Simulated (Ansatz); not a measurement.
Structures of Cd₃S: which is lowest?

Plane-wave DFT in Ansatz with scalar-relativistic PAW potentials, cutoff 500 eV, Γ-centred meshes chosen by cell and gap, Gaussian smearing with energies taken to zero width. Every cell was relaxed (cell and atoms) in a run of its own, within the symmetry of its start. Functional: r2SCAN.

Relaxed structures (starts from databases or built by putting these elements on another compound's sites):
A. Pm-3n, 8 atoms in the computed cell, a = 5.631 Å; sites (symmetry × multiplicity) Cd -4m.2 × 6, S m-3. × 2; start: built
B. Pm-3m, 4 atoms in the computed cell, a = 4.412 Å; sites (symmetry × multiplicity) Cd 4/mm.m × 3, S m-3m × 1; start: built

Problem. Rank them by energy. Could pressure change the order?

Solution.
| structure | group | E − E(lowest) (meV/atom) | V (Å³/atom) | gap on mesh (eV) |
| --- | --- | --- | --- | --- |
| B | Pm-3m | 0.0 | 21.48 | 0.00 |
| A | Pm-3n | 70 | 22.32 | 0.00 |

B is lowest, 70 meV/atom under A. The lowest is also the densest of these, so pressure wouldn't bring one of the others in at first order. Other structures may lie lower than all of these, and vibrations aren't counted.

Spin polarisation was left out, and a magnetic state may lie lower.